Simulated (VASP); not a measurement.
# CoSi (P2_13) in VASP: further runs

Aim: see how the results for CoSi move with the level of theory and the settings. Levels: PBE, PBE+D3, PBE+D3(BJ), PBE+D4. Tasks: single point, relaxation of cell and atoms.

Everything below comes from runs of VASP 6.6.1. Logs are shortened: lines on timing, memory, paths and dates and some standing lists are left out, and cuts for length are marked.

## (1) The crystal as given

Symmetry: P2_13, No. 198, cubic system. The conventional cell has a = 4.438 Å, b = 4.438 Å, c = 4.438 Å, α = 90.00°, β = 90.00°, γ = 90.00°. Co (site symmetry 3) has 7 Si at 2.28 to 2.47 Å as nearest neighbours. Si (site symmetry 3) has 7 Co at 2.28 to 2.47 Å as nearest neighbours.

## (2) Single point, PBE, collinear spin, ferromagnetic start

Input file INCAR:

```
PREC = Accurate ; ENCUT = 520
EDIFF = 1E-7 ; ISMEAR = 0
SIGMA = 0.014 ; LREAL = F
LASPH = T ; NELM = 150
ALGO = Fast ; ISIF = 2
LWAVE = F ; LCHARG = F
ISPIN = 2 ; MAGMOM = 2 2 2 2 0 0 0 0
LORBIT = 11 ; LMAXMIX = 4
GGA = PE
```

Input file KPOINTS:

```
Automatic mesh
0
Gamma
  6 6 6
```

Input file POSCAR:

```
CoSi
1.0
    4.4380000000      0.0000000000      0.0000000000
    0.0000000000      4.4380000000      0.0000000000
    0.0000000000      0.0000000000      4.4380000000
Co Si
4 4
Direct
    0.8600000000      0.6400000000      0.3600000000
    0.6400000000      0.3600000000      0.8600000000
    0.3600000000      0.8600000000      0.6400000000
    0.1400000000      0.1400000000      0.1400000000
    0.1570000000      0.3430000000      0.6570000000
    0.3430000000      0.6570000000      0.1570000000
    0.6570000000      0.1570000000      0.3430000000
    0.8430000000      0.8430000000      0.8430000000
```

Potentials or basis: VASP PAW PBE potentials, release 64 (Co, Si).

Run with:

```
$ cat potpaw_PBE.64/Co/POTCAR potpaw_PBE.64/Si/POTCAR > POTCAR
$ mpirun -np 1 vasp_std > vasp.out
```

OUTCAR:

```text
PREC = Accurate
   ENCUT = 520
   EDIFF = 1E-7
   ISMEAR = 0
   LREAL = F
   LASPH = T
   NELM = 150
   ISIF = 2
   ISPIN = 2
   LORBIT = 11
   GGA = PE

 ion  position               nearest neighbor table
   1  0.860  0.640  0.360-   5 2.28   6 2.33   7 2.33   8 2.33   7 2.47   8 2.47   6 2.47   2 2.72
                             2 2.72   4 2.72   4 2.72   3 2.72   3 2.72
   2  0.640  0.360  0.860-   6 2.28   5 2.33   7 2.33   8 2.33   5 2.47   7 2.47   8 2.47   1 2.72
                             1 2.72   3 2.72   3 2.72   4 2.72   4 2.72
   3  0.360  0.860  0.640-   7 2.28   6 2.33   5 2.33   8 2.33   6 2.47   5 2.47   8 2.47   4 2.72
                             2 2.72   2 2.72   4 2.72   1 2.72   1 2.72
   4  0.140  0.140  0.140-   8 2.28   6 2.33   7 2.33   5 2.33   6 2.47   5 2.47   7 2.47   1 2.72
                             3 2.72   3 2.72   1 2.72   2 2.72   2 2.72
   5  0.157  0.343  0.657-   1 2.28   2 2.33   3 2.33   4 2.33   3 2.47   4 2.47   2 2.47   8 2.75
                             6 2.75   6 2.75   8 2.75   7 2.75   7 2.75
   6  0.343  0.657  0.157-   2 2.28   1 2.33   3 2.33   4 2.33   1 2.47   3 2.47   4 2.47   8 2.75
                             5 2.75   5 2.75   7 2.75   7 2.75   8 2.75
   7  0.657  0.157  0.343-   3 2.28   2 2.33   1 2.33   4 2.33   2 2.47   1 2.47   4 2.47   8 2.75
                             8 2.75   5 2.75   6 2.75   6 2.75   5 2.75
   8  0.843  0.843  0.843-   4 2.28   2 2.33   3 2.33   1 2.33   2 2.47   1 2.47   3 2.47   5 2.75
                             6 2.75   7 2.75   7 2.75   5 2.75   6 2.75

  LATTYP: Found a simple cubic cell.
 ALAT       =     4.4380000000

  Lattice vectors:

 A1 = (   4.4380000000,   0.0000000000,   0.0000000000)
 A2 = (   0.0000000000,   4.4380000000,   0.0000000000)
 A3 = (   0.0000000000,   0.0000000000,   4.4380000000)

Analysis of symmetry for initial positions (statically):
=====================================================================
 Subroutine PRICEL returns:
 Original cell was already a primitive cell.

 Routine SETGRP: Setting up the symmetry group for a
 simple cubic supercell.

 Subroutine GETGRP returns: Found 12 space group operations
 (whereof  3 operations were pure point group operations)
 out of a pool of 48 trial point group operations.

The static configuration has the point symmetry C_3 .
 The point group associated with its full space group is T   .

Analysis of symmetry for dynamics (positions and initial velocities):
=====================================================================
 Subroutine PRICEL returns:
 Original cell was already a primitive cell.

 Routine SETGRP: Setting up the symmetry group for a
 simple cubic supercell.

 Subroutine GETGRP returns: Found 12 space group operations
 (whereof  3 operations were pure point group operations)
[... 181 lines left out ...]

 E-fermi :  12.0346     XC(G=0): -12.8397

 val. band max:       12.0237606097   @ k =   0.5000   0.5000   0.0000
 cond. band min:      12.0397869456   @ k =   0.0000   0.0000   0.0000
 fundamental gap:      0.0160263359
 Fermi energy:        12.0345806592

 spin component 1

 k-point     1 :       0.0000    0.0000    0.0000
  band No.  band energies     occupation
      1      -1.5953      1.00000
      2       3.8865      1.00000
      3       3.8865      1.00000
      4       3.8865      1.00000
      5       6.5956      1.00000
      6       6.5956      1.00000
[... 901 lines left out ...]
     34      17.7507      0.00000
     35      17.7507      0.00000
 Fermi energy:        12.0345806592

 spin component 2

 k-point     1 :       0.0000    0.0000    0.0000
  band No.  band energies     occupation
      1      -1.5952      1.00000
      2       3.8865      1.00000
      3       3.8865      1.00000
      4       3.8865      1.00000
      5       6.5956      1.00000
      6       6.5956      1.00000
[... 901 lines left out ...]
     34      17.7507      0.00000
     35      17.7507      0.00000

------------------------ aborting loop because EDIFF is reached ----------------------------------------

  FORCE on cell =-STRESS in cart. coord.  units (eV):
  Direction    XX          YY          ZZ          XY          YZ          ZX
  --------------------------------------------------------------------------------------
  -------------------------------------------------------------------------------------
  Total       -0.2088008     -0.2088008     -0.2088008      0.0000000     -0.0000000      0.0000000
  in kB       -3.8271973     -3.8271973     -3.8271973      0.0000000     -0.0000000      0.0000000
  external PRESSURE =      -3.8271973 kB  Pullay stress =       0.0000000 kB

 VOLUME and BASIS-vectors are now :
 -----------------------------------------------------------------------------
  energy-cutoff  :      520.00
  volume of cell :       87.41
      direct lattice vectors                 reciprocal lattice vectors
     4.438000000  0.000000000  0.000000000     0.225326724  0.000000000  0.000000000
     0.000000000  4.438000000  0.000000000     0.000000000  0.225326724  0.000000000
     0.000000000  0.000000000  4.438000000     0.000000000  0.000000000  0.225326724

 POSITION                                       TOTAL-FORCE (eV/Angst)
 -----------------------------------------------------------------------------------
      3.81668      2.84032      1.59768        -0.157066      0.157066     -0.157066
      2.84032      1.59768      3.81668         0.157066     -0.157066     -0.157066
      1.59768      3.81668      2.84032        -0.157066     -0.157066      0.157066
      0.62132      0.62132      0.62132         0.157066      0.157066      0.157066
      0.69677      1.52223      2.91577         0.019180     -0.019180      0.019180
      1.52223      2.91577      0.69677        -0.019180      0.019180      0.019180
      2.91577      0.69677      1.52223         0.019180      0.019180     -0.019180
      3.74123      3.74123      3.74123        -0.019180     -0.019180     -0.019180
 -----------------------------------------------------------------------------------
    total drift:                               -0.000000      0.000000      0.000000

  FREE ENERGIE OF THE ION-ELECTRON SYSTEM (eV)
  ---------------------------------------------------
  free  energy   TOTEN  =       -54.7255984142 eV

  energy  without entropy=      -54.7253638072  energy(sigma->0) =      -54.72548111

 total charge

# of ion       s       p       d       tot
------------------------------------------
    1        0.434   0.616   7.564   8.614
    2        0.434   0.616   7.564   8.614
    3        0.434   0.616   7.564   8.614
    4        0.434   0.616   7.564   8.614
    5        0.728   0.882   0.000   1.609
    6        0.728   0.882   0.000   1.609
    7        0.728   0.882   0.000   1.609
    8        0.728   0.882   0.000   1.609
--------------------------------------------------
tot          4.646   5.990  30.258  40.894

 magnetization (x)

# of ion       s       p       d       tot
------------------------------------------
    1       -0.000   0.000   0.000   0.000
    2       -0.000   0.000   0.000   0.000
    3       -0.000   0.000   0.000   0.000
    4       -0.000   0.000   0.000   0.000
    5        0.000   0.000   0.000   0.000
    6        0.000   0.000   0.000   0.000
    7        0.000   0.000   0.000   0.000
    8        0.000   0.000   0.000   0.000
--------------------------------------------------
tot         -0.000   0.000   0.000   0.000
```

Run time: 4.3 min. Hardware: 1 thread of AMD EPYC 7R43 (Zen 3), shared host; peak memory 0.26 GiB.

What came out:

* Free energy: -54.7256 eV
* Pressure: -0.4 GPa
* Largest force: 0.272 eV/Å
* Band gap on the k mesh: none (metal or under the smearing width)
* Net moment: 0.00 μB per cell
* Valence electrons inside the program's atomic spheres: Co 8.61; Si 1.61

Forces on the atoms (eV/Å):
```
Co  -0.157  0.157 -0.157
Co   0.157 -0.157 -0.157
Co  -0.157 -0.157  0.157
Co   0.157  0.157  0.157
Si   0.019 -0.019  0.019
Si  -0.019  0.019  0.019
Si   0.019  0.019 -0.019
Si  -0.019 -0.019 -0.019
```

Caveat: the starting moments collapsed, and a magnetic state may lie lower.

## (3) Relaxation of cell and atoms, PBE+D3, collinear spin, ferromagnetic start

Input file INCAR:

```
PREC = Accurate
ENCUT = 600
EDIFF = 1E-6
ISMEAR = -1
SIGMA = 0.05
LREAL = F
LASPH = T
NELM = 120
ALGO = Fast
ISIF = 3
LWAVE = F
LCHARG = F
ISPIN = 2
MAGMOM = 2 2 2 2 0 0 0 0
LORBIT = 11
LMAXMIX = 4
GGA = PE
IVDW = 11
IBRION = 2
NSW = 40
EDIFFG = -0.01
```

Input file KPOINTS:

```
regular mesh
0
Gamma
  6 6 6
```

POSCAR is that of step 2.

Potentials or basis: VASP PAW PBE potentials, release 64 (Co, Si).

Run with:

```
$ cat potpaw_PBE.64/Co/POTCAR potpaw_PBE.64/Si/POTCAR > POTCAR
$ mpirun -np 1 vasp_std > vasp.out
```

It took 18 min on 1 thread of AMD EPYC 7R43 (Zen 3), shared host; peak memory 0.31 GiB.

Results (log left out):

* Free energy: -57.6611 eV
* Relaxed volume: 10.57 Å³/atom
* Relaxed cell: a = 4.389 Å, b = 4.389 Å, c = 4.389 Å, α = 90.00°, β = 90.00°, γ = 90.00°
* Space group after relaxing (to 0.05 Å): P2_13 (No. 198)
* Energy gained by relaxing: 10.8 meV/atom
* Ionic steps: 8
* Pressure after relaxing: 0.0 GPa
* Largest force after relaxing: 0.010 eV/Å
* Band gap on the k mesh: none (metal or under the smearing width)
* Net moment: 0.00 μB per cell
* Valence electrons inside the program's atomic spheres: Co 8.69; Si 1.63
* Dispersion energy per atom: -0.369 eV

Forces in eV/Å, atoms in the order of the input:
```
Co  -0.002  0.002 -0.002
Co   0.002 -0.002 -0.002
Co  -0.002 -0.002  0.002
Co   0.002  0.002  0.002
Si  -0.006  0.006 -0.006
Si   0.006 -0.006 -0.006
Si  -0.006 -0.006  0.006
Si   0.006  0.006  0.006
```

The path:
```tsv
step	energy change (eV)	largest force (eV/Å)	pressure (GPa)	volume (Å³)
1	0.0000	0.2362	-6.77	87.41
2	0.0178	0.3806	9.46	81.70
3	-0.0629	0.3077	0.36	84.68
4	-0.0772	0.1921	0.23	84.58
5	-0.0861	0.0128	0.74	84.43
6	-0.0826	0.0197	-1.77	85.12
7	-0.0861	0.0090	-0.19	84.57
8	-0.0861	0.0097	-0.05	84.54
```

Final structure:
```
CELL_PARAMETERS angstrom
4.38889 0.00000 0.00000
0.00000 4.38889 0.00000
0.00000 0.00000 4.38889
ATOMIC_POSITIONS crystal
Co 0.85463 0.64537 0.35463
Co 0.64537 0.35463 0.85463
Co 0.35463 0.85463 0.64537
Co 0.14537 0.14537 0.14537
Si 0.15620 0.34380 0.65620
Si 0.34380 0.65620 0.15620
Si 0.65620 0.15620 0.34380
Si 0.84380 0.84380 0.84380
```

Levels at points of the mesh, in eV from the Fermi level:
Spin up:
| k point | band 24 | band 25 | band 26 | band 27 | band 28 | band 29 |
| --- | --- | --- | --- | --- | --- | --- |
| (0.00, 0.00, 0.00) | -0.84 | -0.04 | -0.04 | -0.04 | 2.59 | 2.59 |
| (0.50, 0.00, 0.00) | -0.70 | -0.54 | -0.54 | 1.00 | 1.00 | 1.55 |
| (0.50, 0.50, 0.00) | -1.07 | -0.07 | -0.07 | 0.58 | 0.58 | 2.08 |
| (0.50, 0.50, 0.50) | -1.31 | -0.26 | -0.26 | -0.26 | -0.26 | 5.56 |
Spin down:
```csv
k point,band 22,band 23,band 24,band 25,band 26,band 27,band 28,band 29,band 30,band 31
"(0.00, 0.00, 0.00)",-0.98,-0.84,-0.84,-0.04,-0.04,-0.04,2.59,2.59,2.59,2.96
"(0.50, 0.00, 0.00)",-1.11,-0.70,-0.70,-0.54,-0.54,1.00,1.00,1.55,1.55,4.35
"(0.50, 0.50, 0.00)",-1.58,-1.07,-1.07,-0.07,-0.07,0.58,0.58,2.08,2.08,2.57
"(0.50, 0.50, 0.50)",-1.31,-1.31,-1.31,-0.26,-0.26,-0.26,-0.26,5.56,5.56,5.56
```

Caveat: the starting moments collapsed, and a magnetic state may lie lower; pairwise dispersion overbinds metals, which lowers pressure and volume.

## (4) Relaxation of cell and atoms, PBE+D3(BJ), collinear spin, ferromagnetic start

Input file INCAR:

```
ALGO     = Normal         # electronic algorithm
EDIFF    = 1E-7           # SCF threshold, eV
EDIFFG   = -0.01          # ionic threshold
ENCUT    = 600            # plane-wave cutoff, eV
GGA      = PE             # functional
IBRION   = 2              # ionic algorithm
ISIF     = 3              # what is computed and relaxed
ISMEAR   = -1             # smearing method
ISPIN    = 2              # spin polarisation
IVDW     = 12             # dispersion correction
LASPH    = True           # aspherical terms in the spheres
LCHARG   = False          # write CHGCAR
LMAXMIX  = 4              # l up to which the mixer works
LORBIT   = 11             # projections on sites
LREAL    = False          # projectors in reciprocal space
LWAVE    = False          # write WAVECAR
MAGMOM   = 2 2 2 2 0 0 0 0 # initial moments
NELM     = 150            # most SCF steps
NSW      = 40             # ionic steps
PREC     = Accurate       # precision mode
SIGMA    = 0.05           # smearing width, eV
```

Input file KPOINTS:

```
k-points
0
Gamma
  6 6 6
```

POSCAR is that of step 3.

Run with:

```
$ cat potpaw_PBE.64/Co/POTCAR potpaw_PBE.64/Si/POTCAR > POTCAR
$ mpirun -np 1 vasp_std > vasp.out
```

Run time: 33 min. Hardware: 1 thread of AMD EPYC 7R43 (Zen 3), shared host; peak memory 0.31 GiB.

The run converged. Its results:

```
Free energy                                           : -58.7624 eV
Relaxed volume                                        : 10.51 Å³/atom
Relaxed cell                                          : a = 4.380 Å, b = 4.380 Å, c = 4.380 Å, α = 90.00°, β = 90.00°, γ = 90.00°
Space group after relaxing (to 0.05 Å)                : P2_13 (No. 198)
Energy gained by relaxing                             : 14.2 meV/atom
Ionic steps                                           : 10
Pressure after relaxing                               : 0.0 GPa
Band gap on the k mesh                                : none (metal or under the smearing width)
Net moment                                            : 0.00 μB per cell
Valence electrons inside the program's atomic spheres : Co 8.70; Si 1.63
Dispersion energy per atom                            : -0.510 eV
```

Step by step:
| step | energy change (eV) | largest force (eV/Å) | pressure (GPa) | volume (Å³) |
| --- | --- | --- | --- | --- |
| 1 | 0.0000 | 0.2659 | -7.83 | 87.41 |
| 2 | 0.0254 | 0.4491 | 11.35 | 80.83 |
| 3 | -0.0841 | 0.3568 | 0.35 | 84.24 |
| 4 | -0.1027 | 0.2200 | 0.28 | 84.12 |
| 5 | -0.1138 | 0.0281 | 0.30 | 83.94 |
| 6 | -0.1138 | 0.0292 | 0.28 | 83.95 |
| 7 | -0.1137 | 0.0031 | -0.49 | 84.21 |
| 8 | -0.1139 | 0.0166 | -0.05 | 84.06 |
| 9 | -0.1139 | 0.0159 | -0.06 | 84.07 |
| 10 | -0.1140 | 0.0019 | 0.00 | 84.05 |

Final structure:
```
Co Si
1.0
     4.38031    0.00000    0.00000
     0.00000    4.38031    0.00000
     0.00000    0.00000    4.38031
Co Si
4 4
Direct
  0.85387 0.64612 0.35388
  0.64612 0.35388 0.85387
  0.35388 0.85387 0.64612
  0.14613 0.14613 0.14613
  0.15636 0.34364 0.65636
  0.34364 0.65636 0.15636
  0.65636 0.15636 0.34364
  0.84364 0.84364 0.84364
```

Levels at points of the mesh, in eV from the Fermi level:
Spin up:
| k point | band 22 | band 23 | band 24 | band 25 | band 26 | band 27 | band 28 | band 29 | band 30 | band 31 |
| --- | --- | --- | --- | --- | --- | --- | --- | --- | --- | --- |
| (0.00, 0.00, 0.00) | -0.99 | -0.85 | -0.85 | -0.04 | -0.04 | -0.04 | 2.62 | 2.62 | 2.62 | 2.98 |
| (0.50, 0.00, 0.00) | -1.12 | -0.71 | -0.71 | -0.54 | -0.54 | 1.01 | 1.01 | 1.57 | 1.57 | 4.37 |
| (0.50, 0.50, 0.00) | -1.58 | -1.08 | -1.08 | -0.07 | -0.07 | 0.59 | 0.59 | 2.10 | 2.10 | 2.60 |
| (0.50, 0.50, 0.50) | -1.32 | -1.32 | -1.32 | -0.26 | -0.26 | -0.26 | -0.26 | 5.61 | 5.61 | 5.61 |
Spin down:
```tsv
k point	band 23	band 24	band 25	band 26	band 27	band 28	band 29	band 30
(0.00, 0.00, 0.00)	-0.85	-0.85	-0.04	-0.04	-0.04	2.62	2.62	2.62
(0.50, 0.00, 0.00)	-0.71	-0.71	-0.54	-0.54	1.01	1.01	1.57	1.57
(0.50, 0.50, 0.00)	-1.08	-1.08	-0.07	-0.07	0.59	0.59	2.10	2.10
(0.50, 0.50, 0.50)	-1.32	-1.32	-0.26	-0.26	-0.26	-0.26	5.61	5.61
```

Caveat: the starting moments collapsed, and a magnetic state may lie lower; pairwise dispersion overbinds metals, which lowers pressure and volume.

## (5) Relaxation of cell and atoms, PBE+D4, collinear spin, ferromagnetic start

Input file INCAR:

```
  PREC = Accurate
  ENCUT = 600
  EDIFF = 1E-6
  ISMEAR = -1
  SIGMA = 0.05
  LREAL = False
  LASPH = True
  NELM = 100
  ALGO = Fast
  ISIF = 3
  LWAVE = False
  LCHARG = False
  ISPIN = 2
  MAGMOM = 2 2 2 2 0 0 0 0
  LORBIT = 11
  LMAXMIX = 4
  GGA = PE
  IVDW = 13
  IBRION = 2
  NSW = 60
  EDIFFG = -0.005
```

Input file KPOINTS:

```
Automatic mesh
0
Gamma
  6 6 6
```

POSCAR is that of step 4.

Run with:

```
$ cat potpaw_PBE.64/Co/POTCAR potpaw_PBE.64/Si/POTCAR > POTCAR
$ mpirun -np 1 vasp_std > vasp.out
```

It took 24 min on 1 thread of AMD EPYC 7R43 (Zen 3), shared host; peak memory 0.3 GiB.

Results (log left out):

- Free energy: -58.8543 eV
- Relaxed volume: 10.54 Å³/atom
- Relaxed cell: a = 4.385 Å, b = 4.385 Å, c = 4.385 Å, α = 90.00°, β = 90.00°, γ = 90.00°
- Space group after relaxing (to 0.05 Å): P2_13 (No. 198)
- Energy gained by relaxing: 12.5 meV/atom
- Ionic steps: 11
- Pressure after relaxing: 0.0 GPa
- Largest force after relaxing: 0.004 eV/Å
- Band gap on the k mesh: none (metal or under the smearing width)
- Net moment: 0.00 μB per cell
- Valence electrons inside the program's atomic spheres: Co 8.70; Si 1.63
- Dispersion energy per atom: -0.520 eV

Forces in eV/Å, atoms in the order of the input:
```
Co  -0.001  0.001 -0.001
Co   0.001 -0.001 -0.001
Co  -0.001 -0.001  0.001
Co   0.001  0.001  0.001
Si  -0.002  0.002 -0.002
Si   0.002 -0.002 -0.002
Si  -0.002 -0.002  0.002
Si   0.002  0.002  0.002
```

The path:
```
step  energy change (eV)  largest force (eV/Å)  pressure (GPa)  volume (Å³)
   1              0.0000                0.2653           -7.18        87.41
   2              0.0185                0.4232           10.30        81.36
   3             -0.0718                0.3449            0.46        84.47
   4             -0.0895                0.2121            0.32        84.36
   5             -0.0999                0.0320            0.36        84.19
   6             -0.0999                0.0328            0.52        84.20
   7             -0.0987                0.0099           -1.14        84.69
   8             -0.1000                0.0236           -0.09        84.33
   9             -0.1000                0.0242           -0.02        84.32
  10             -0.1000                0.0239           -0.07        84.32
  11             -0.1001                0.0039            0.02        84.31
```

Final structure:
```xyz
8
Lattice="4.3849 0.0000 0.0000 0.0000 4.3849 0.0000 0.0000 0.0000 4.3849" Properties=species:S:1:pos:R:3 pbc="T T T"
Co    3.7446    2.8328    1.5521
Co    2.8328    1.5521    3.7446
Co    1.5521    3.7446    2.8328
Co    0.6404    0.6404    0.6404
Si    0.6859    1.5066    2.8783
Si    1.5066    2.8783    0.6859
Si    2.8783    0.6859    1.5066
Si    3.6990    3.6990    3.6990
```

Levels at points of the mesh, in eV from the Fermi level:
Spin up:
```csv
k point,band 24,band 25,band 26,band 27,band 28,band 29
"(0.00, 0.00, 0.00)",-0.85,-0.04,-0.04,-0.04,2.60,2.60
"(0.50, 0.00, 0.00)",-0.70,-0.54,-0.54,1.01,1.01,1.56
"(0.50, 0.50, 0.00)",-1.07,-0.07,-0.07,0.59,0.59,2.09
"(0.50, 0.50, 0.50)",-1.31,-0.26,-0.26,-0.26,-0.26,5.59
```
Spin down:
```csv
k point,band 24,band 25,band 26,band 27,band 28,band 29
"(0.00, 0.00, 0.00)",-0.85,-0.04,-0.04,-0.04,2.60,2.60
"(0.50, 0.00, 0.00)",-0.70,-0.54,-0.54,1.01,1.01,1.56
"(0.50, 0.50, 0.00)",-1.07,-0.07,-0.07,0.59,0.59,2.09
"(0.50, 0.50, 0.50)",-1.31,-0.26,-0.26,-0.26,-0.26,5.59
```

Caveat: the starting moments collapsed, and a magnetic state may lie lower; pairwise dispersion overbinds metals, which lowers pressure and volume.
